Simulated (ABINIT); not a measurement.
A run of ABINIT 10.8.3 (patched build) is set up as follows.

The input run.abi:

```
# Datasets: one volume each
ndtset 7
getwfk -1
scalecart1 3*0.9795861087
scalecart2 3*0.9864848297
scalecart3 3*0.9932883884
scalecart4 3*1.0000000000
scalecart5 3*1.0066227096
scalecart6 3*1.0131594038
scalecart7 3*1.0196128224

# Pseudopotentials
pp_dirpath "./"
pseudos "Re.LDA_PW-JTH.xml"

# Structure
acell 3*1.0 Angstrom
rprim
     2.7608000000     0.0000000000     0.0000000000
    -1.3804000000     2.3909229348     0.0000000000
     0.0000000000     0.0000000000     4.4582000000
ntypat 1
znucl 75
natom 2
typat 1 1
xred
     0.6666666667     0.3333333333     0.7500000000
     0.3333333333     0.6666666667     0.2500000000

# Plane-wave basis
ecut 17.0
pawecutdg 34.0

# k points
kptopt 1
ngkpt 11 11 6
nshiftk 1
shiftk 0.0 0.0 0.0

# Exchange and correlation
ixc 2

# Bands and occupations
nband 19
occopt 3
tsmear 0.00183747

# SCF cycle
nstep 100
tolvrs 1.0e-9

# Output
iomode 3
prtwf 1
prtden 0
prteig 0
prtebands 0
enunit 2
```

Potentials or basis: JTH PAW LDA v2.0.

The run is started by

```sh
$ abinit run.abi > log 2>&1
```

What does it give for the pressure derivative of the bulk modulus?

4.3.

Estimate the equilibrium volume.

14.35 Å³/atom.

Estimate the bulk modulus at fixed shape and positions.

400 GPa.

Energy against volume, from the lowest point:
| volume (Å³/atom) | energy (meV/atom) |
| --- | --- |
| 13.831 | 24.40 |
| 14.125 | 4.08 |
| 14.420 | 0.00 |
| 14.714 | 10.68 |
| 15.008 | 34.49 |
| 15.303 | 70.37 |
| 15.597 | 116.58 |

Caveat: the cutoff is too short for stress, so the log's stress isn't used; pressures at fixed basis lie under the slope of the energies; the cell was scaled at fixed shape and fractional positions, which overstates the stiffness of a crystal with free parameters, most of all of layers and chains. Spin-orbit coupling is left out, which matters for the levels of Re.
